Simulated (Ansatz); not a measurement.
**Is this In2As3 stable against decomposition?**

Method: Ansatz, DFT PBE, scalar-relativistic, plane waves, PAW. All cells share a 420 eV cutoff and Γ-centred k meshes spaced at most about 0.3 Å⁻¹ (about 0.25 or finer for metals, 2π included). No spin polarisation.

Energies over the elements count from the elements' standard structures at the same level, with no fitted energy shifts.

These are static total energies at zero pressure. In In2As3 P6/mmm an odd number of electrons in the primitive cell allows no gap without spin; a larger cell or a magnetic state could open one. The reference form of As is held partly by dispersion forces, which this level lacks.

The competitors are the elements and 1 reference phase of this chemical system (from databases or known types: InAs), relaxed at the same level; other known phases may be missing.

The candidate was reached from: random cell.

```cif
data_structure
_symmetry_space_group_name_H-M 'P6/mmm'
_symmetry_Int_Tables_number 191
_cell_length_a 9.5408
_cell_length_b 9.5408
_cell_length_c 2.7698
_cell_angle_alpha 90.000
_cell_angle_beta 90.000
_cell_angle_gamma 120.000
_cell_volume 218.35
loop_
_atom_site_label
_atom_site_type_symbol
_atom_site_symmetry_multiplicity
_atom_site_Wyckoff_symbol
_atom_site_fract_x
_atom_site_fract_y
_atom_site_fract_z
_atom_site_occupancy
In1 In 2 c 0.33333 0.66667 0.00000 1
As1 As 3 f 0.50000 0.00000 0.00000 1
```

Problem. Into what would it decompose?

Solution. Its formation energy is 0.457 eV/atom. The lowest competing mixture at this composition is this:

| phase | space group | source | share of atoms | ΔE_f (eV/atom) |
| --- | --- | --- | --- | --- |
| As | - | element | 0.2000 | -0.0005 |
| InAs | F-43m (No. 216) | Materials Project | 0.8000 | -0.244 |

The lowest database cell of As (-0.0005) lies slightly below the reference, hence the non-zero entry.

The mixture lies at -0.195 eV/atom, and the candidate lies 0.65 eV/atom above it. The candidate matches no cell in the subsets of the Crystallography Open Database and the Materials Project at hand. The margin is far too high for a likely synthesis.
